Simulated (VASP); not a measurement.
# InP (Fm-3m) in VASP: notebook

Runs on InP. Level: LDA. Tasks: single point.

Everything below comes from runs of VASP 6.6.1. Logs are shortened: lines on timing, memory, paths and dates and some standing lists are left out, and cuts for length are marked.

## (1) Starting point

The structure is cubic, space group Fm-3m (No. 225). The conventional cell has a = 5.444 Å, b = 5.444 Å, c = 5.444 Å, α = 90.00°, β = 90.00°, γ = 90.00°. In (site symmetry m-3m) has 6 P at 2.72 Å as nearest neighbours. P (site symmetry m-3m) has 6 In at 2.72 Å as nearest neighbours.

Measurements of this composition are mostly on another form, of space group No. 216.

## (2) Single point, LDA

Input file INCAR:

```
SYSTEM = InP
PREC = Accurate
ENCUT = 520
EDIFF = 1E-7
ISMEAR = 0
SIGMA = 0.05
LREAL = .False.
LASPH = .True.
NELM = 100
ALGO = Fast
ISIF = 2
LWAVE = .False.
LCHARG = .True.
LELF = .True.
LVHAR = .True.
NBANDS = 16
```

Input file KPOINTS:

```
regular mesh
0
Gamma
  6 6 6
  0 0 0
```

Input file POSCAR:

```
InP
1.0
    0.0000000000      2.7221624689      2.7221624689
    2.7221624689      0.0000000000      2.7221624689
    2.7221624689      2.7221624689      0.0000000000
In P
1 1
Direct
    0.0000000000      0.0000000000      0.0000000000
    0.5000000000      0.5000000000      0.5000000000
```

Potentials or basis: VASP PAW LDA potentials, release 64 (In_d, P).

On the command line:

```bash
$ cat potpaw_LDA.64/In_d/POTCAR potpaw_LDA.64/P/POTCAR > POTCAR
$ mpirun -np 1 vasp_std > vasp.out
```

OUTCAR:

```text
SYSTEM = InP
   PREC = Accurate
   ENCUT = 520
   EDIFF = 1E-7
   ISMEAR = 0
   LREAL = .False.
   LASPH = .True.
   NELM = 100
   ISIF = 2

 ion  position               nearest neighbor table
   1  0.000  0.000  0.000-   2 2.72   2 2.72   2 2.72   2 2.72   2 2.72   2 2.72
   2  0.500  0.500  0.500-   1 2.72   1 2.72   1 2.72   1 2.72   1 2.72   1 2.72

  LATTYP: Found a face centered cubic cell.
 ALAT       =     5.4443249378

  Lattice vectors:

 A1 = (   0.0000000000,   2.7221624689,   2.7221624689)
 A2 = (   2.7221624689,   0.0000000000,   2.7221624689)
 A3 = (   2.7221624689,   2.7221624689,   0.0000000000)

Analysis of symmetry for initial positions (statically):
=====================================================================
 Subroutine PRICEL returns:
 Original cell was already a primitive cell.

 Routine SETGRP: Setting up the symmetry group for a
 face centered cubic supercell.

 Subroutine GETGRP returns: Found 48 space group operations
 (whereof 48 operations were pure point group operations)
 out of a pool of 48 trial point group operations.

The static configuration has the point symmetry O_h .

Analysis of symmetry for dynamics (positions and initial velocities):
=====================================================================
 Subroutine PRICEL returns:
 Original cell was already a primitive cell.

 Routine SETGRP: Setting up the symmetry group for a
 face centered cubic supercell.

 Subroutine GETGRP returns: Found 48 space group operations
 (whereof 48 operations were pure point group operations)
 out of a pool of 48 trial point group operations.

The dynamic configuration has the point symmetry O_h .

 Subroutine INISYM returns: Found 48 space group operations
 (whereof 48 operations are pure point group operations),
 and found     1 'primitive' translations

----------------------------------------------------------------------------------------

                                     Primitive cell

  volume of cell :      40.3434

  direct lattice vectors                    reciprocal lattice vectors
     0.000000000  2.722162469  2.722162469    -0.183677501  0.183677501  0.183677501
     2.722162469  0.000000000  2.722162469     0.183677501 -0.183677501  0.183677501
     2.722162469  2.722162469  0.000000000     0.183677501  0.183677501 -0.183677501

  length of vectors
     3.849719083  3.849719083  3.849719083     0.318138764  0.318138764  0.318138764

  position of ions in fractional coordinates (direct lattice)
     0.000000000  0.000000000  0.000000000
     0.500000000  0.500000000  0.500000000

  ion indices of the primitive-cell ions
   primitive index   ion index
                 1           1
                 2           2

[... 67 lines left out ...]
   NFREE  =      0    steps in history (QN), initial steepest desc. (CG)
   ISIF   =      2    stress and relaxation
   ISYM   =      2    0-nonsym 1-usesym 2-fastsym
   POTIM  = 0.5000    time-step for ionic-motion
   TEBEG  =    0.0;   TEEND  =   0.0 temperature during run
   PSTRESS=    0.0 pullay stress
   NELECT =      18.0000    total number of electrons
   NUPDOWN=      -1.0000    fix difference up-down
   EMIN   =  10.00;   EMAX   =-10.00  energy-range for DOS
   EFERMI =   0.00;   METHOD = LEGACY
   ISMEAR =     0;   SIGMA  =   0.05  broadening in eV -4-tet -1-fermi 0-gaus
   EFERMI_NEDOS =   21; number of points for ismear=-14 and -15
   IALGO  =     68    algorithm
   IMIX   =      4    mixing-type and parameters
     AMIX     =   0.40;   BMIX     =  1.00
     AMIX_MAG =   1.60;   BMIX_MAG =  1.00
  volume/ion in A,a.u.               =      20.17       136.13
  Fermi-wavevector in a.u.,A,eV,Ry     =   1.250955  2.363962 21.291593  1.564888
  Thomas-Fermi vector in A             =   2.384925
   LORBIT       =      0    0 simple, 1 ext, 2 COOP (PROOUT), +10 PAW based schemes
   GGA     = CA    functional components
   LHFCALC =     F    Hartree Fock is set to
   AEXX    =    0.0000 exact exchange contribution
   IVDW    =     0    specifies the selected vdW correction
   LEPSILON=     F    determine dielectric tensor
   LRPA    =     F    only Hartree local field effects (RPA)
 non-spin polarized calculation
 RMM-DIIS sequential band-by-band and
 Gauss-broadening in eV      SIGMA  =   0.05
  energy-cutoff  :      520.00
  volume of cell :       40.34
 maximum number of plane-waves:      1106
 NGX is ok and might be reduce to    30
   NGX = 15   NGY = 15   NGZ = 15

 number of electron      17.9999995 magnetization

 Free energy of the ion-electron system (eV)
  ---------------------------------------------------
  ext. energy  EPLUGINS =         0.00000000
  ---------------------------------------------------
  free energy    TOTEN  =        -9.33406863 eV

  energy without entropy =       -9.33003823  energy(sigma->0) =       -9.33205343

 E-fermi :   7.4646     XC(G=0): -10.8724

 val. band max:        7.4304780612   @ k =  -0.3333   0.1667   0.0000
 cond. band min:       7.4701342601   @ k =   0.3333   0.0000   0.0000
 fundamental gap:      0.0396561989
 Fermi energy:         7.4646257404

 k-point     1 :       0.0000    0.0000    0.0000
  band No.  band energies     occupation
      1      -6.7038      2.00000
      2      -6.7038      2.00000
      3      -6.6755      2.00000
      4      -6.6755      2.00000
      5      -6.6755      2.00000
      6      -4.9154      2.00000
[... 281 lines left out ...]
      3      -6.6900      2.00000
      4      -6.5946      2.00000
      5      -6.5376      2.00000
      6      -1.3302      2.00000
[... 8 lines left out ...]
     15      19.9966      0.00000
     16      21.0883      0.00000

------------------------ aborting loop because EDIFF is reached ----------------------------------------

  FORCE on cell =-STRESS in cart. coord.  units (eV):
  Direction    XX          YY          ZZ          XY          YZ          ZX
  --------------------------------------------------------------------------------------
  -------------------------------------------------------------------------------------
  Total       -0.2779692     -0.2779692     -0.2779692      0.0000000      0.0000000     -0.0000000
  in kB      -11.0391357    -11.0391357    -11.0391357      0.0000000      0.0000000     -0.0000000
  external PRESSURE =     -11.0391357 kB  Pullay stress =       0.0000000 kB

 VOLUME and BASIS-vectors are now :
 -----------------------------------------------------------------------------
  energy-cutoff  :      520.00
  volume of cell :       40.34
      direct lattice vectors                 reciprocal lattice vectors
     0.000000000  2.722162469  2.722162469    -0.183677501  0.183677501  0.183677501
     2.722162469  0.000000000  2.722162469     0.183677501 -0.183677501  0.183677501
     2.722162469  2.722162469  0.000000000     0.183677501  0.183677501 -0.183677501

 POSITION                                       TOTAL-FORCE (eV/Angst)
 -----------------------------------------------------------------------------------
      0.00000      0.00000      0.00000         0.000000      0.000000     -0.000000
      2.72216      2.72216      2.72216         0.000000      0.000000      0.000000
 -----------------------------------------------------------------------------------
    total drift:                               -0.000000      0.000000      0.000000

  FREE ENERGIE OF THE ION-ELECTRON SYSTEM (eV)
  ---------------------------------------------------
  free  energy   TOTEN  =        -9.3340686255 eV

  energy  without entropy=       -9.3300382310  energy(sigma->0) =       -9.33205343
```

OSZICAR:

```text
N       E                     dE             d eps       ncg     rms          rms(c)
DAV:   1     0.108258341855E+03    0.10826E+03   -0.83282E+03   512   0.135E+03
DAV:   2    -0.261879827821E+01   -0.11088E+03   -0.10596E+03   592   0.311E+02
DAV:   3    -0.941582875386E+01   -0.67970E+01   -0.67228E+01   680   0.739E+01
DAV:   4    -0.959385432984E+01   -0.17803E+00   -0.17790E+00   640   0.118E+01
DAV:   5    -0.960236305452E+01   -0.85087E-02   -0.85085E-02   744   0.249E+00    0.527E+00
RMM:   6    -0.935551770820E+01    0.24685E+00   -0.26740E-01   617   0.545E+00    0.293E+00
RMM:   7    -0.933728028166E+01    0.18237E-01   -0.11816E-01   636   0.181E+00    0.114E+00
RMM:   8    -0.933376233465E+01    0.35179E-02   -0.13166E-02   681   0.161E+00    0.114E-01
RMM:   9    -0.933397307165E+01   -0.21074E-03   -0.42765E-03   738   0.528E-01    0.909E-02
RMM:  10    -0.933404781857E+01   -0.74747E-04   -0.95811E-04   767   0.343E-01    0.894E-02
RMM:  11    -0.933410190394E+01   -0.54085E-04   -0.28180E-04   763   0.184E-01    0.896E-02
RMM:  12    -0.933406663200E+01    0.35272E-04   -0.10457E-04   658   0.146E-01    0.212E-02
RMM:  13    -0.933406883710E+01   -0.22051E-05   -0.59773E-05   797   0.695E-02    0.120E-02
RMM:  14    -0.933406847510E+01    0.36200E-06   -0.52588E-06   750   0.237E-02    0.379E-03
RMM:  15    -0.933406902647E+01   -0.55137E-06   -0.39261E-06   684   0.254E-02    0.510E-03
RMM:  16    -0.933406853868E+01    0.48778E-06   -0.24257E-06   651   0.216E-02    0.212E-03
RMM:  17    -0.933406862549E+01   -0.86803E-07   -0.74898E-07   476   0.618E-03
   1 F= -.93340686E+01 E0= -.93320534E+01  d E =-.403039E-02
```

It took 22 s on 1 thread of Intel Xeon Platinum 8259CL at 2.50GHz (Skylake/Cascade Lake), shared host; peak memory 0.14 GiB.

What came out:

- Free energy: -9.3341 eV
- Pressure: -1.1 GPa
- Band gap on the k mesh: none (metal or under the smearing width)

## (3) Single point, LDA

This run uses another cell than the first one, of 17.51 Å³/atom, 0.868 times its volume.

Input file INCAR:

```
ALGO     = Fast           # electronic algorithm
EDIFF    = 1E-6           # SCF threshold, eV
ENCUT    = 520            # plane-wave cutoff, eV
ISIF     = 2              # what is computed and relaxed
ISMEAR   = -1             # smearing method
LASPH    = True           # aspherical terms in the spheres
LCHARG   = True           # write CHGCAR
LELF     = True           # ELF
LREAL    = False          # projectors in reciprocal space
LVHAR    = True         
LWAVE    = False          # write WAVECAR
NBANDS   = 16             # bands
NELM     = 100            # most SCF steps
PREC     = Accurate       # precision mode
SIGMA    = 0.15           # smearing width, eV
```

Input file KPOINTS:

```
k-points
0
Gamma
  14 14 14
```

Input file POSCAR:

```
InP
1.0
    0.0000000000      2.5965000000      2.5965000000
    2.5965000000      0.0000000000      2.5965000000
    2.5965000000      2.5965000000      0.0000000000
In P
1 1
Direct
    0.0000000000      0.0000000000      0.0000000000
    0.5000000000      0.5000000000      0.5000000000
```

Potentials or basis: VASP PAW LDA potentials, release 64 (In_d, P).

On the command line:

```bash
$ cat potpaw_LDA.64/In_d/POTCAR potpaw_LDA.64/P/POTCAR > POTCAR
$ mpirun -np 1 vasp_std > vasp.out
```

It took 89 s on 1 thread of Intel Xeon Platinum 8259CL at 2.50GHz (Skylake/Cascade Lake), shared host; peak memory 0.17 GiB.

Results (log left out):

```yaml
Free_energy: -9.1471 eV
Pressure: 15.5 GPa
Band_gap_on_the_k_mesh: none (metal or under the smearing width)
```

Levels at points of the mesh, in eV from the Fermi level:
```tsv
k point	band 5	band 6	band 7	band 8	band 9	band 10	band 11	band 12	band 13	band 14
(0.00, 0.00, 0.00)	-14.52	-13.66	-0.49	-0.49	-0.49	2.07	7.12	7.12	7.12	9.14
(0.50, 0.00, 0.00)	-14.36	-10.87	-7.85	0.22	0.22	2.44	3.19	3.19	6.61	11.60
(0.50, 0.50, 0.00)	-14.30	-9.03	-6.33	-3.09	-3.09	-2.45	3.39	11.39	11.39	11.65
```

Caveat: so large a pressure means that the cell lies far from this level's equilibrium, or that cutoff or potentials fall short.

## (4) Single point, LDA

This run uses another cell than the first one, of 21.05 Å³/atom, 1.043 times its volume.

Input file INCAR:

```
  PREC = Accurate
  ENCUT = 520
  EDIFF = 1E-6
  ISMEAR = -1
  SIGMA = 0.15
  LREAL = F
  LASPH = T
  NELM = 100
  ALGO = Normal
  ISIF = 2
  LWAVE = F
  LCHARG = F
  NBANDS = 16
```

Input file KPOINTS:

```
regular mesh
0
Gamma
  14 14 14
```

Input file POSCAR:

```
InP
1.0
    0.0000000000      2.7609000000      2.7609000000
    2.7609000000      0.0000000000      2.7609000000
    2.7609000000      2.7609000000      0.0000000000
In P
1 1
Direct
    0.0000000000      0.0000000000      0.0000000000
    0.5000000000      0.5000000000      0.5000000000
```

On the command line:

```bash
$ cat potpaw_LDA.64/In_d/POTCAR potpaw_LDA.64/P/POTCAR > POTCAR
$ mpirun -np 1 vasp_std > vasp.out
```

Run time: 66 s. Hardware: 1 thread of Intel Xeon Platinum 8259CL at 2.50GHz (Skylake/Cascade Lake), shared host; peak memory 0.2 GiB.

The run converged. Its results:

| Item | Value |
| --- | --- |
| Free energy | -9.3247 eV |
| Pressure | -4.3 GPa |
| Band gap on the k mesh | none (metal or under the smearing width) |

Levels at points of the mesh, in eV from the Fermi level:
```csv
k point,band 6,band 7,band 8,band 9,band 10,band 11,band 12,band 13
"(0.00, 0.00, 0.00)",-12.10,-0.31,-0.31,-0.31,0.41,7.10,7.10,7.10
"(0.50, 0.00, 0.00)",-9.96,-6.78,0.15,0.15,2.37,3.29,3.29,5.11
"(0.50, 0.50, 0.00)",-8.83,-5.05,-2.67,-2.39,-2.39,3.79,9.74,9.74
```

## (5) The runs side by side

```tsv
cell	k mesh	smearing	gap on the mesh (eV)	pressure (GPa)
Fm-3m, 20.17 Å³/atom	6 × 6 × 6	gaussian 0.05 eV	none	-1.1
Fm-3m, 17.51 Å³/atom	14 × 14 × 14	fermi-dirac 0.15 eV	none	15.5
Fm-3m, 21.05 Å³/atom	14 × 14 × 14	fermi-dirac 0.15 eV	none	-4.3
```

Alike in all rows: task single point; level LDA; potentials or basis VASP PAW LDA potentials, release 64 (In_d, P); no spin polarisation; cutoff (eV) 520.

Every run on the cell as given and a fine mesh finds a metal.

Caveats: so large a pressure means that the cell lies far from this level's equilibrium, or that cutoff or potentials fall short (some runs).

Total energies depend on the potentials used, so only differences within one code and one set of settings carry meaning.
